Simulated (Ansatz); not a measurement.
# The polar optical mode of AlAs at 30 GPa, worked through

Theory: Ansatz, DFT PBE, scalar-relativistic, plane waves, PAW. Cutoff 420 eV, 10×10×10 k-points (Γ-centred), fixed occupations. No spin polarisation. Phonons by linear response, acoustic sum rule imposed.

The cell, relaxed at 30 GPa:
```cif
data_structure
_symmetry_space_group_name_H-M 'F-43m'
_symmetry_Int_Tables_number 216
_cell_length_a 5.2542
_cell_length_b 5.2542
_cell_length_c 5.2542
_cell_angle_alpha 90.000
_cell_angle_beta 90.000
_cell_angle_gamma 90.000
_cell_volume 145.05
loop_
_atom_site_label
_atom_site_type_symbol
_atom_site_symmetry_multiplicity
_atom_site_Wyckoff_symbol
_atom_site_fract_x
_atom_site_fract_y
_atom_site_fract_z
_atom_site_occupancy
Al1 Al 4 a 0.00000 0.00000 0.00000 1
As1 As 4 c 0.25000 0.25000 0.25000 1
```

Other phases may be more stable at this pressure. The bands were filled as in an insulator; under compression the gap may have closed between mesh points.

Linear response gives ν_TO = 462.0 cm⁻¹, Born charges ±2.002 e (positive on Al) and ε∞ = 8.739. The primitive cell holds 36.262 Å³, and the masses are 26.982 and 74.922 amu.

Question: Find ν_LO and the static dielectric constant.

Answer: The long-wave field adds a restoring force: ω_LO² − ω_TO² = Z*²e²/(ε_vac ε∞ μV). In these units ν_LO² − ν_TO² = 4.92064×10⁷ Z*²/(μ V ε∞) cm⁻², with μ = m₁m₂/(m₁ + m₂) = 19.837 amu: 31364 cm⁻². So ν_LO = √(462.0² + 31364) = 494.8 cm⁻¹, and the run gives 494.8. Lyddane–Sachs–Teller then gives ε0 = ε∞ (ν_LO/ν_TO)² = 10.02, against 10.02 in the run (it forms both from the same three quantities, so the match checks the arithmetic only). Between ν_TO and ν_LO the dielectric function is negative and an undamped crystal reflects fully: a reststrahlen band from 20.2 to 21.6 μm.

Question: What do the Clausius–Mossotti polarisability and the Szigeti charge come to?

Answer: With the Lorentz local field, α = (3V/4π)(ε∞ − 1)/(ε∞ + 2) = 6.24 Å³ for the pair, and e_S = 3Z*/(ε∞ + 2) = 0.56 e. The Born charge includes the electrons' response to the dipole's own local field, and e_S takes that enhancement out. The Lorentz field assumes point-like polarisable ions, a poor picture once ε∞ is this large, since the electron clouds then overlap or are shared, so both numbers are formal here.

Question: How strongly does a slow electron couple to the LO mode?

Answer: For one isotropic parabolic band, Fröhlich's constant is α_F = (1/ε∞ − 1/ε0) √(m* Ry/ħω_LO), with Ry = 13.606 eV, ħω_LO = 61.3 meV and m* in free-electron masses: α_F = 0.0147 × 14.89 × √m* = 0.22 √m*. The band mass isn't part of this run; for m* = 0.1, 0.3 and 1 it gives 0.07, 0.12, 0.22. In weak coupling the polaron lies α_F ħω_LO below the band edge (7 meV at m* = 0.3) with a mass m*(1 + α_F/6); past α_F of about 5 or 6 that expansion fails. A semilocal functional's ε∞ tends to be too large, which taken alone lowers α_F.

Cost: 1 run of about 1.1 core-minutes, on Arm Neoverse V2 (shared hosts).

The polar response is mostly electronic: ε∞ is 8.739, and the lattice raises it only to 10.02. AlAs is held together by partly covalent sp³ bonds, which resist the relative displacement of the two sublattices, so a static field induces little ionic polarisation despite a Born charge of 2.002 e. That charge measures the polarisation carried along by a moving atom, including charge transfer through the bonds, and is not a static ionic charge. The high mode frequencies also owe much to the light Al atom, whereas the lattice part of the static dielectric constant depends on the force constant and not on the masses.

The same small difference between electronic and static screening keeps the Fröhlich coupling weak for all the band masses tried, which suggests large, mobile polarons rather than self-trapped electrons, as far as this mode is concerned. If the conduction minimum lies near X, as it does in AlAs at ambient pressure, its anisotropic valleys would need a direction-dependent mass, and intervalley scattering by short-wavelength phonons lies outside this estimate.
